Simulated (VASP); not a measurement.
A run of VASP 6.6.1 is set up as follows.

File INCAR:

```
PREC = Accurate
ENCUT = 520
EDIFF = 1E-6
ISMEAR = 1
SIGMA = 0.1
LREAL = False
LASPH = True
NELM = 100
ALGO = Normal
ISIF = 2
LWAVE = False
LCHARG = True
GGA = PE
LVHAR = True
```

File KPOINTS:

```
Automatic mesh
0
Gamma
  18 18 18
```

File POSCAR:

```
Nb                                      
1.0
   -1.6543715388      1.6543715388      1.6543715388
    1.6543715388     -1.6543715388      1.6543715388
    1.6543715388      1.6543715388     -1.6543715388
  Nb            
     1
Direct
     0.0000000000000000    0.0000000000000000    0.0000000000000000
```

Potentials or basis: VASP PAW PBE potentials, release 64 (Nb_sv).

Run with:

```bash
$ cat potpaw_PBE.64/Nb_sv/POTCAR > POTCAR
$ mpirun -np 1 vasp_std > vasp.out
```

(1) Estimate the band gap on the k mesh.

(2) What does it give for the pressure?

Answers

(1) none (metal or under the smearing width).

(2) 0.0 GPa.
